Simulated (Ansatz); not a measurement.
Space group Fm-3m (No. 225). a = 4.333 Å, b = 4.333 Å, c = 4.333 Å, α = 90.00°, β = 90.00°, γ = 90.00°
```csv
atom,site,symmetry,x,y,z
Ti,4a,m-3m,0.0000,0.0000,0.0000
C,4b,m-3m,0.5000,0.0000,0.0000
```

Equation of state of this TiC structure (not necessarily the ground state), with shape and atoms relaxed at each volume where symmetry leaves them free. It has no gap at any of these volumes. Computed with DFT PBE, scalar-relativistic, plane waves, PAW in Ansatz.

Plane waves to 420 eV, a k mesh through Γ of 16×16×16 on the computed 2-atom cell and Gaussian smearing (0.10 eV); no spin polarisation.

| V (Å³/atom) | E − E(largest V) (meV/atom) | P (GPa) |
| --- | --- | --- |
| 8.948 | 73.94 | 41.33 |
| 9.253 | 7.78 | 28.54 |
| 9.558 | -35.81 | 17.56 |
| 9.863 | -60.03 | 8.13 |
| 10.168 | -67.59 | 0.02 |
| 10.473 | -60.81 | -6.95 |
| 10.778 | -41.70 | -12.96 |
| 11.184 | 0.00 | -19.67 |

Q: Fit a third-order Birch–Murnaghan equation to E(V).

A: V0 = 10.17 Å³/atom, B0 = 250 GPa, B0' = 4.0.